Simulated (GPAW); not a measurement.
Runs of GPAW 26.7.0 on BaTiO3. It takes space group R3m (No. 160, trigonal). The conventional cell has a = 5.655 Å, b = 5.655 Å, c = 6.955 Å, α = 90.00°, β = 90.00°, γ = 120.00°. Ba (site symmetry 3m) has 12 O at 2.79 to 2.89 Å as nearest neighbours. Ti (site symmetry 3m) has 6 O at 1.87 to 2.14 Å as nearest neighbours. Around O (site symmetry m) lie 2 Ti at 1.87 to 2.14 Å. 

```tsv
task	level	potentials or basis	k mesh	band path	band points	gap on the mesh (eV)	pressure (GPa)	V0 of scaled cells (Å³/atom)	B0 (GPa)	largest force (eV/Å)
band structure	LDA	the program's PAW data sets (release 1.2.1) made for this functional, pw	5 × 5 × 5	GLB1,BZGX,QFP1Z,LP	100	2.45	-4.6	-	-	(c)
single point	TB-mBJ	GPAW PAW data sets for LDA (gpaw-data 1.2.1), pw	6 × 6 × 6	-	-	3.15	-	-	-	-
equation of state	LDA	the program's PAW data sets (release 1.2.1) made for this functional, pw	5 × 5 × 5	-	-	-	-	12.53	187	-
equation of state	PBEsol	PAW data sets generated in the run's folder for this functional, pw	5 × 5 × 5	-	-	-	-	12.88	172	-
band structure	r2SCAN	GPAW PAW data sets (gpaw-data 1.2.1), pw	5 × 5 × 5	GLB1,BZGX,QFP1Z,LP	100	(b)	(a)	-	-	0.18
```

Alike in all rows: no spin polarisation; cell as given; cutoff (eV) 800; smearing fermi-dirac 0.05 eV.

Estimate the missing entries.

(a) 3.4; (b) 2.91; (c) 0.15.

Caveats: spin-orbit coupling is left out, which moves the levels of the heavy elements (some runs); the mesh misses the band edges, which the band path finds closer together (some runs); the PAW data sets were made with another functional, which shifts forces and pressure a little (some runs); the cell was scaled at fixed shape and fractional positions, which overstates the stiffness of a crystal with free parameters, most of all of layers and chains (some runs); a model potential gives levels but no total energy (some runs).

A k mesh can miss the band edges, and the runs leave out spin-orbit coupling on Ba.

Runs at the PBE level aren't shown here.
